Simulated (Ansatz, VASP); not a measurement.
**C: VASP beside Ansatz**

```
C
1.0
     2.45894    0.00000    0.00000
    -1.22947    2.12950    0.00000
     0.00000    0.00000    7.21480
C
4
Direct
  0.00000 0.00000 0.25000
  0.00000 0.00000 0.75000
  0.33333 0.66667 0.25000
  0.66667 0.33333 0.75000
```

Alike in both runs: task single point; functional PBEsol; k mesh 15 × 15 × 5; occupations fermi-dirac, width 0.05 eV; no spin polarisation.

```csv
,VASP,Ansatz
version,VASP 6.6.1,Ansatz 0.2.0
potentials or method,"VASP PAW PBE potentials, release 64 (C), cutoff 520 eV","all-electron LAPW, scalar-relativistic"
```

|  | VASP | Ansatz | Ansatz less VASP |
| --- | --- | --- | --- |
| pressure (GPa) | 0.6 | 0.0 | -0.67 |
| largest component of the traceless stress (GPa) | 0.68 | 0.08 | -0.602 |

Ansatz ran all-electron here, so the differences hold the error of VASP's frozen core and of both bases.

Caveats: the PAW data sets were made with another functional, which shifts forces and pressure a little (VASP); this functional lacks dispersion, which binds the layers, so the pressure and a relaxed spacing across them are unreliable.
